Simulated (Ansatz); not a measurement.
# Ag (P6_3/mmc) in Ansatz: notebook

The runs below take Ag through single point, equation of state, with r2SCAN.

All numbers are computed with Ansatz 0.2.0; they aren't measurements. Logs are shortened: lines on timing, memory, paths and dates and some standing lists are left out, and cuts for length are marked.

### Step 1. The crystal as given

It takes space group P6_3/mmc (No. 194, hexagonal). The conventional cell has a = 2.930 Å, b = 2.930 Å, c = 4.790 Å, α = 90.00°, β = 90.00°, γ = 120.00°. Around Ag (site symmetry -6m2) lie 12 Ag at 2.93 Å.

This isn't the form of Ag at room conditions, which is fcc.

### Step 2. Single point, r2SCAN, 16.74 Å³/atom (volume scaled by 0.94)

Contents of input.yaml:

```yaml
crystal:
  lattice:
    - [2.8701872985, 0.0, 0.0]
    - [-1.4350936493, 2.4856551142, 0.0]
    - [0.0, 0.0, 4.6922174607]
  atoms:
    - { symbol: Ag, position: [0.6666666667, 0.3333333333, 0.75] }
    - { symbol: Ag, position: [0.3333333333, 0.6666666667, 0.25] }
hamiltonian:
  xc: r2scan
  pseudopotentials: { kind: paw }
kpoints:
  mp_grid: { grid: [10, 10, 6] }
scf:
  occupations: { method: fermi_dirac, width: 0.05 }
output:
  forces: true
  stress: true
  eigenvalues: true
```

Potentials or basis: Ansatz PAW.

Started as:

```bash
$ ansatz run input.yaml --threads 2 --pin off --max-ram 5632MiB --backend cpu --events-out ev --progress --plain --runs-dir out
```

What it wrote:

```text
Warning: RAYON_NUM_THREADS=2 ignored (pool sized by the plan → 2); use --threads N
Engine: ansatz 0.2.0, aarch64-unknown-linux-gnu
Pseudopotentials: kind: paw
Pseudopotential: Ag, paw, valence charge 19, recommended cutoff 500 eV (meta_gga), Ag.paw.azcp
Functional definition: r2SCAN
  parameter k0 = 0.174
  parameter k1 = 0.065
  parameter a1 = 4.9479
  exchange = r2scan_x(k0 = k0, k1 = k1, a1 = a1)
  correlation = r2scan_c
Crystal: 2 atoms, lattice volume = 33.476 Å³
Basis set: ecut = 500 eV, 845 PW (Γ), exchange–correlation on 96×96×144 points (64 copies of the dense FFT grid, shifted against one another)
Bands: 23, of which v1, the nominal top of the filled ones, is band 19 counted from 1 (18 counted from 0)
Symmetry: 24 space group operations
Space group: P63/mmc (ITA 194), of the structure as read, at distance tolerance 3.2e-5 Å
k-points: 56 of 600
Non-local potential: Ag, projectors of the file, l = 0: 3, l = 1: 2, l = 2: 2, l = 3: 1
PAW form: soft (Blöchl's): semilocal exchange-correlation on the pseudo side does not see the compensation charge
PAW frozen core: Ag, regenerated for the run's functional (the file was generated under x = pbe(κ = 0.804, μ = 0.2195149727645171), c = pbe(β = 0.06672455060314922))
PAW one-centre angular grid: Ag, 590 points (default); XC on 160 Gauss nodes
Initial density: superposition of atomic densities (neutral atoms: chi_scale 0, normalization atom), corrected by the library's trained network
Initial wavefunctions: pseudopotential atomic-orbital guess
Functional: x = r2scan, c = r2scan; τ floored in thin density (d = 2e-4 eV/Å³)
SCF iter   1: F=—  HF=-15207.864925 eV  |F-HF|=—  |Δ(HF+E_count)|=         —  Δρ=1.15e-2  dr2=4.12e-2  dr2_τ=1.10e-3  ethr=1.77e-3  ⟨swp⟩=4.7  Hψ=4855  notcnv=0
preconditioner: auto → none  [insulator: Δε(μ)=0.259 eV  Ē_g=12.190 eV  σ=0.050 eV  W_gap=0.68  n_scr=10 (ndim 8)  ℏωp=30.1 eV  f_vac=0.000  D(μ)=0.65/eV (n_scr^D=2)  ε∞_Penn≈7.1]
SCF iter   2: F=—  HF=-15207.859854 eV  |F-HF|=—  |Δ(HF+E_count)|=   5.07e-3  Δρ=6.27e-3  dr2=4.88e-3  dr2_τ=1.36e-3  ethr=1.08e-4  ⟨swp⟩=2.0  Hψ=2531  notcnv=0  defer=8
SCF iter   3: F=—  HF=-15207.859084 eV  |F-HF|=—  |Δ(HF+E_count)|=   7.71e-4  Δρ=2.43e-3  dr2=9.50e-4  dr2_τ=5.25e-5  ethr=1.28e-5  ⟨swp⟩=2.6  Hψ=2347  notcnv=0  defer=8
SCF iter   4: F=—  HF=-15207.858994 eV  |F-HF|=—  |Δ(HF+E_count)|=   8.95e-5  Δρ=5.34e-4  dr2=3.99e-5  dr2_τ=4.86e-6  ethr=2.50e-6  ⟨swp⟩=1.5  Hψ=1574  notcnv=0  defer=8
SCF iter   5: F=—  HF=-15207.858992 eV  |F-HF|=—  |Δ(HF+E_count)|=   2.38e-6  Δρ=7.19e-5  dr2=6.46e-7  dr2_τ=9.64e-8  ethr=1.05e-7  ⟨swp⟩=2.3  Hψ=1888  notcnv=0  defer=8
SCF iter   6: F=-15207.858993 eV  HF=-15207.858993 eV  |F-HF|=1.74e-8  |Δ(HF+E_count)|=   1.25e-6  Δρ=7.82e-6  dr2=9.26e-9  dr2_τ=1.13e-9  ethr=2.63e-10  ⟨swp⟩=6.2  Hψ=5432  notcnv=0
SCF 1 converged in 6 iterations: F = -15207.858993 eV  dr2 = 9.26e-9
SCF converged after 6 iterations
Free energy (F): -15207.858993 eV
Harris-Foulkes:  -15207.858993 eV  (|F-HF|=1.74e-8)
Internal energy: -15207.853555 eV  (E = F + TS)
E sigma→0 (E₀):  -15207.856274 eV
Entropy (-TS):   -0.005438 eV (-2.719 meV/atom)
Fermi energy:    17.796461 eV
--- Per-component energies (eV) ---
  E_band       = -494.201810
  E_kinetic    = 1057.266971
  E_local      = -4339.495048  (includes V_loc(G=0)·N_el)
  E_nonlocal   = 162.335568
  E_hartree    = 1984.475043
  E_xc         = -357.500015
  E_vxc        = -526.682752  (∫ρ·V_xc dr)
  E_paw        = -7844.678465  (= ΣΔE_a)
  E_vpaw       = -854.467417  (= ΣTr[D̂ρ^β])
  E_aug_tail   = 0.000125  (compensation charges beyond the density's cutoff)
  E_vtau       = 37.886843  (kinetic-family band-sum trace: ∫τ·v_τ [+ j·A + Jᵃ·Aᵃ] dr)
  E_ewald      = -5869.239111
  E_core_change = -1.018621  (= ΣΔE_core)
  E_smearing   = -0.005438  (= −TS)
  E_closure    = 0.000000  (closes the sum)
  Σ components = -15207.858993   (vs F -15207.858993, Δ=0.00e0)
--- Forces (eV/Å), atoms counted from 1 ---
  atom   1  Ag    -0.00000000    -0.00000000     0.00000000
  atom   2  Ag     0.00000000     0.00000000     0.00000000
  max |Σ_I F_I| component: 2.31e-18 eV/Å
--- Stress (GPa, compression-positive) ---
        4.398442       0.000000       0.000000
        0.000000       4.398442       0.000000
        0.000000       0.000000       3.674270
  P = ⅓ Tr σ = 4.1571 GPa (41.571 kbar)
--- Band table (eV; the first three rows and the last of 56) ---
  k-point 0: bands = ["-76.9347", "-76.9151", "-39.6398", "-39.4810", "-39.4810", "-39.4574", "-39.4535", "-39.4535", "9.6933", "10.9231", "12.5489", "12.6509", "12.6509", "12.9017", "12.9017", "13.2687", "13.2687", "14.3334", "14.3334", "17.4077", "21.5763", "33.9141", "35.8422"]
  k-point 1: bands = ["-76.9334", "-76.9164", "-39.6277", "-39.4791", "-39.4791", "-39.4697", "-39.4553", "-39.4553", "9.9192", "10.9754", "12.5059", "12.5963", "12.5963", "12.8424", "12.8424", "13.4149", "13.4149", "14.3097", "14.3097", "16.1670", "23.1862", "33.6129", "35.5074"]
  k-point 2: bands = ["-76.9298", "-76.9200", "-39.5946", "-39.5034", "-39.4741", "-39.4741", "-39.4604", "-39.4604", "10.5157", "11.0875", "12.4740", "12.5487", "12.5487", "12.7100", "12.7100", "13.7111", "13.7111", "14.2105", "14.2105", "14.3025", "26.1629", "32.3899", "34.3766"]
  k-point 55: bands = ["-76.9103", "-76.9103", "-39.6054", "-39.6054", "-39.5593", "-39.5593", "-39.4938", "-39.4938", "11.6532", "11.6532", "12.1980", "12.1980", "12.7476", "12.7476", "13.3469", "13.3469", "14.4160", "14.4160", "21.1083", "21.1083", "24.2844", "24.2844", "24.6338"]
```

Run time: 2.7 s. Hardware: 2 threads of Arm Neoverse V1, shared host; peak memory 0.4 GiB.

Results:

* Free energy: -15207.8590 eV
* Pressure: 4.2 GPa
* Band gap on the k mesh: none (metal or under the smearing width)

Caveat: the PAW data sets come from PBE, with cores solved anew for the run's functional, which leaves a small shift of forces and pressure.

### Step 3. Single point, r2SCAN, 17.09 Å³/atom (volume scaled by 0.96)

input.yaml, as its differences from that of step 2:

```diff
@@ -2,5 +2,5 @@
   lattice:
-    - [2.8701872985, 0.0, 0.0]
-    - [-1.4350936493, 2.4856551142, 0.0]
-    - [0.0, 0.0, 4.6922174607]
+    - [2.8904005511, 0.0, 0.0]
+    - [-1.4452002756, 2.5031603044, 0.0]
+    - [0.0, 0.0, 4.7252623344]
   atoms:
```

Potentials or basis: Ansatz PAW.

Started as:

```bash
$ ansatz run input.yaml --threads 2 --pin off --max-ram 5632MiB --backend cpu --events-out ev --progress --plain --runs-dir out
```

Run time: 2.7 s. Hardware: 2 threads of Arm Neoverse V1, shared host; peak memory 0.41 GiB.

It converged, with:

```
Free energy            : -15207.8718 eV
Pressure               : 1.7 GPa
Band gap on the k mesh : none (metal or under the smearing width)
```

Caveat: the PAW data sets come from PBE, with cores solved anew for the run's functional, which leaves a small shift of forces and pressure.

### Step 4. Single point, r2SCAN, 17.45 Å³/atom (volume scaled by 0.98)

input.yaml, as its differences from that of step 3:

```diff
@@ -2,5 +2,5 @@
   lattice:
-    - [2.8904005511, 0.0, 0.0]
-    - [-1.4452002756, 2.5031603044, 0.0]
-    - [0.0, 0.0, 4.7252623344]
+    - [2.910334978, 0.0, 0.0]
+    - [-1.455167489, 2.5204240244, 0.0]
+    - [0.0, 0.0, 4.7578513803]
   atoms:
@@ -19 +19,5 @@
   eigenvalues: true
+  write_density: true
+  write_potential: true
+  elf: true
+  volumetric_format: npy
```

Started as:

```bash
$ ansatz run input.yaml --threads 2 --pin off --max-ram 5632MiB --backend cpu --events-out ev --progress --plain --runs-dir out
```

Wall time 3.5 s (2 threads of Arm Neoverse V1, shared host); peak memory 0.41 GiB.

It converged, with:

- Free energy: -15207.8743 eV
- Pressure: -0.5 GPa
- Band gap on the k mesh: none (metal or under the smearing width)

Caveat: the PAW data sets come from PBE, with cores solved anew for the run's functional, which leaves a small shift of forces and pressure.

### Step 5. Single point, r2SCAN, 17.81 Å³/atom

input.yaml, as its differences from that of step 4:

```diff
@@ -2,5 +2,5 @@
   lattice:
-    - [2.910334978, 0.0, 0.0]
-    - [-1.455167489, 2.5204240244, 0.0]
-    - [0.0, 0.0, 4.7578513803]
+    - [2.93, 0.0, 0.0]
+    - [-1.465, 2.5374544331, 0.0]
+    - [0.0, 0.0, 4.79]
   atoms:
@@ -19,5 +19 @@
   eigenvalues: true
-  write_density: true
-  write_potential: true
-  elf: true
-  volumetric_format: npy
```

Started as:

```bash
$ ansatz run input.yaml --threads 2 --pin off --max-ram 5632MiB --backend cpu --events-out ev --progress --plain --runs-dir out
```

Run time: 2.9 s. Hardware: 2 threads of Arm Neoverse V1, shared host; peak memory 0.41 GiB.

The run converged. Its results:

* Free energy: -15207.8677 eV
* Pressure: -2.4 GPa
* Band gap on the k mesh: none (metal or under the smearing width)

Caveat: the PAW data sets come from PBE, with cores solved anew for the run's functional, which leaves a small shift of forces and pressure.

### Step 6. Single point, r2SCAN, 18.16 Å³/atom (volume scaled by 1.02)

input.yaml, as its differences from that of step 5:

```diff
@@ -2,5 +2,5 @@
   lattice:
-    - [2.93, 0.0, 0.0]
-    - [-1.465, 2.5374544331, 0.0]
-    - [0.0, 0.0, 4.79]
+    - [2.949404539, 0.0, 0.0]
+    - [-1.4747022695, 2.5542592568, 0.0]
+    - [0.0, 0.0, 4.8217227788]
   atoms:
```

Potentials or basis: Ansatz PAW.

Started as:

```bash
$ ansatz run input.yaml --threads 2 --pin off --max-ram 5632MiB --backend cpu --events-out ev --progress --plain --runs-dir out
```

Wall time 2.8 s (2 threads of Arm Neoverse V1, shared host); peak memory 0.41 GiB.

The run converged. Its results:

```
Free energy            : -15207.8532 eV
Pressure               : -4.1 GPa
Band gap on the k mesh : none (metal or under the smearing width)
```

Caveat: the PAW data sets come from PBE, with cores solved anew for the run's functional, which leaves a small shift of forces and pressure.

### Step 7. Single point, r2SCAN, 18.52 Å³/atom (volume scaled by 1.04)

input.yaml, as its differences from that of step 6:

```diff
@@ -2,5 +2,5 @@
   lattice:
-    - [2.949404539, 0.0, 0.0]
-    - [-1.4747022695, 2.5542592568, 0.0]
-    - [0.0, 0.0, 4.8217227788]
+    - [2.9685570532, 0.0, 0.0]
+    - [-1.4842785266, 2.5708458207, 0.0]
+    - [0.0, 0.0, 4.8530335443]
   atoms:
@@ -19 +19,5 @@
   eigenvalues: true
+  write_density: true
+  write_potential: true
+  elf: true
+  volumetric_format: npy
```

Started as:

```bash
$ ansatz run input.yaml --threads 2 --pin off --max-ram 5632MiB --backend cpu --events-out ev --progress --plain --runs-dir out
```

Run time: 3.7 s. Hardware: 2 threads of Arm Neoverse V1, shared host; peak memory 0.42 GiB.

The run converged. Its results:

- Free energy: -15207.8319 eV
- Pressure: -5.5 GPa
- Band gap on the k mesh: none (metal or under the smearing width)

Caveat: the PAW data sets come from PBE, with cores solved anew for the run's functional, which leaves a small shift of forces and pressure.

### Step 8. Single point, r2SCAN, 18.87 Å³/atom (volume scaled by 1.06)

input.yaml, as its differences from that of step 7:

```diff
@@ -2,5 +2,5 @@
   lattice:
-    - [2.9685570532, 0.0, 0.0]
-    - [-1.4842785266, 2.5708458207, 0.0]
-    - [0.0, 0.0, 4.8530335443]
+    - [2.9874655697, 0.0, 0.0]
+    - [-1.4937327848, 2.5872210763, 0.0]
+    - [0.0, 0.0, 4.8839454194]
   atoms:
```

Started as:

```bash
$ ansatz run input.yaml --threads 2 --pin off --max-ram 5632MiB --backend cpu --events-out ev --progress --plain --runs-dir out
```

Wall time 3.6 s (2 threads of Arm Neoverse V1, shared host); peak memory 0.41 GiB.

Results (log left out):

| Property | Result |
| --- | --- |
| Free energy | -15207.8046 eV |
| Pressure | -6.7 GPa |
| Band gap on the k mesh | none (metal or under the smearing width) |

Caveat: the PAW data sets come from PBE, with cores solved anew for the run's functional, which leaves a small shift of forces and pressure.

### Step 9. Equation of state, r2SCAN

Potentials or basis: Ansatz PAW.

No new run: the results of the series are fitted here.

What came out:

| Quantity | Value |
| --- | --- |
| Equilibrium volume | 17.36 Å³/atom |
| Bulk modulus at fixed shape and positions | 102 GPa |
| Pressure derivative of the bulk modulus | 5.7 |

Energy against volume, from the lowest point:
| volume (Å³/atom) | energy (meV/atom) |
| --- | --- |
| 16.738 | 7.63 |
| 17.094 | 1.23 |
| 17.450 | 0.00 |
| 17.806 | 3.29 |
| 18.162 | 10.53 |
| 18.518 | 21.19 |
| 18.875 | 34.82 |

Caveat: the cell was scaled at fixed shape and fractional positions, which overstates the stiffness of a crystal with free parameters, most of all of layers and chains; the PAW data sets were made with another functional, which shifts forces and pressure a little.
